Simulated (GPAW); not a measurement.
Runs of GPAW 26.7.0 on ZrB2. Symmetry: P6/mmm, No. 191, hexagonal system. Conventional cell: a = 3.170 Å, b = 3.170 Å, c = 3.533 Å, α = 90.00°, β = 90.00°, γ = 120.00°. Around Zr (site symmetry 6/mmm) lie 12 B at 2.54 Å. Around B (site symmetry -6m2) lie 3 B at 1.83 Å. 

```tsv
task	level	potentials or basis	spin	cell	band path	band points	optimizer	fmax	max steps	gap on the mesh (eV)	pressure (GPa)	relaxed volume (Å³/atom)
relaxation of cell and atoms	LDA	the program's PAW data sets (release 1.2.1) made for this functional, pw	off	relaxed	-	-	FIRE	0.02 eV/Å	40	none	0.1	(a)
relaxation of cell and atoms	r2SCAN+D4	GPAW PAW data sets (gpaw-data 1.2.1), pw	off	relaxed	-	-	FIRE	0.01 eV/Å	40	none	0.1	10.18
band structure	revPBE	the program's PAW data sets (release 1.2.1) made for this functional, pw	SOC, no magnetisation	as given	GMKGALHA,LM,KH	100	-	-	-	-	2.9	-
relaxation of cell and atoms	PBEsol+D3	PAW data sets generated in the run's folder for this functional, pw	off	relaxed	-	-	BFGS	0.02 eV/Å	60	none	-0.1	9.90
relaxation of cell and atoms	PBEsol	PAW data sets generated in the run's folder for this functional, pw	off	relaxed to 1 GPa	-	-	FIRE	0.01 eV/Å	40	none	1.0	-
```

Alike in all rows: k mesh 7 × 7 × 5; cutoff (eV) 800; smearing fermi-dirac 0.05 eV.

Task: Fill in the values left out.

Result: (a) 9.84.

Caveats: later steps reuse the first step's grids (some runs); pairwise dispersion overbinds metals, which lowers pressure and volume (some runs); the PAW data sets were made with another functional, which shifts forces and pressure a little (some runs); spin-orbit coupling was added after a scalar SCF, so levels and gaps hold it while energy, forces, pressure and moments don't (some runs); this program's spin-orbit splittings come out too wide for heavy elements (some runs).

A k mesh can miss the band edges, and rows without SOC leave out spin-orbit coupling on Zr.

A gap of «none» marks a metal or a gap under the smearing width.
